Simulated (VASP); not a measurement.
HgSe (pbesol): single point with PBEsol

Crystal: HgSe (pbesol).

```xyz
2
Lattice="0.0000 3.0665 3.0665 3.0665 0.0000 3.0665 3.0665 3.0665 0.0000" Properties=species:S:1:pos:R:3 pbc="T T T"
Hg    0.0000    0.0000    0.0000
Se    1.5332    1.5332    1.5332
```

```
Program                : VASP 6.6.1
Task                   : single point
Functional             : PBEsol
Potentials or basis    : VASP PAW PBE potentials, release 64 (Hg, Se)
Cutoff                 : 520 eV
k mesh                 : 12 × 12 × 12
Occupations            : gaussian, width 0.1 eV
Spin                   : no spin polarisation
Dipole correction      : no
Further INCAR settings : ALGO = Fast; EDIFF = 1e-07; NBANDS = 16
```

```
Pressure               : 0.3 GPa
Band gap on the k mesh : none (metal or under the smearing width)
```

Levels at points of the mesh, in eV from the Fermi level:
| k point | band 6 | band 7 | band 8 | band 9 | band 10 | band 11 | band 12 | band 13 |
| --- | --- | --- | --- | --- | --- | --- | --- | --- |
| (0.00, 0.00, 0.00) | -6.38 | -1.13 | -0.07 | -0.07 | -0.07 | 5.38 | 5.38 | 5.38 |
| (0.50, 0.00, 0.00) | -6.08 | -5.47 | -1.01 | -1.01 | 0.96 | 6.12 | 6.12 | 6.77 |
| (0.50, 0.50, 0.00) | -6.04 | -5.08 | -2.29 | -2.29 | 2.63 | 2.86 | 8.21 | 9.59 |

Wall time 37 s on 1 thread of Intel(R) Xeon(R) Platinum 8488C (Sapphire Rapids) (shared host), peak memory 0.21 GiB.

Caveat: the PAW data sets were made with another functional, which shifts forces and pressure a little. Spin-orbit coupling is left out, which matters for the levels of Hg.
